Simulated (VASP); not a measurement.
Write the native input for VASP 6.6.1 that does the following.

| Quantity | Value |
| --- | --- |
| Task | single point |
| Functional | PBEsol |
| Potentials or basis | VASP PAW PBE potentials, release 64 (Be, Te) |
| Cutoff | 520 eV |
| k mesh | 6 × 6 × 6 |
| Occupations | fermi-dirac, width 0.02 eV |
| Spin | no spin polarisation |
| Dipole correction | no |
| Further INCAR settings | ALGO = Normal; EDIFF = 1e-06; NBANDS = 11 |

The structure of BeTe lies in POSCAR:

```
BeTe
1.0
    0.0000000000      2.6832298771      2.6832298771
    2.6832298771      0.0000000000      2.6832298771
    2.6832298771      2.6832298771      0.0000000000
Be Te
1 1
Direct
    0.0000000000      0.0000000000      0.0000000000
    0.5000000000      0.5000000000      0.5000000000
```

The cell was built by a generator and needn't be a form met in nature.

One way to write it, as run:

INCAR

```
SYSTEM = BeTe
PREC     = Accurate       ! precision mode
ENCUT    = 520            ! plane-wave cutoff, eV
EDIFF    = 1E-6           ! SCF threshold, eV
ISMEAR   = -1             ! smearing method
SIGMA    = 0.02           ! smearing width, eV
LREAL    = .FALSE.        ! projectors in reciprocal space
LASPH    = .TRUE.         ! aspherical terms in the spheres
NELM     = 80             ! most SCF steps
ALGO     = Normal         ! electronic algorithm
ISIF     = 2              ! what is computed and relaxed
LWAVE    = .FALSE.        ! write WAVECAR
LCHARG   = .FALSE.        ! write CHGCAR
GGA      = PS             ! functional
NBANDS   = 11             ! bands
```

KPOINTS

```
Automatic mesh
0
G
  6 6 6
  0 0 0
```

Potentials or basis: VASP PAW PBE potentials, release 64 (Be, Te).

Run with:

```bash
$ cat potpaw_PBE.64/Be/POTCAR potpaw_PBE.64/Te/POTCAR > POTCAR
$ mpirun -np 1 vasp_std > vasp.out
```

Results of the run:

| Property | Result |
| --- | --- |
| Pressure | -2.4 GPa |
| Band gap on the k mesh | none (metal or under the smearing width) |

Caveat: the PAW data sets were made with another functional, which shifts forces and pressure a little.

Wall time 5.9 s on 1 thread of Intel(R) Xeon(R) 6975P-C (Granite Rapids) (shared host), peak memory 0.14 GiB.
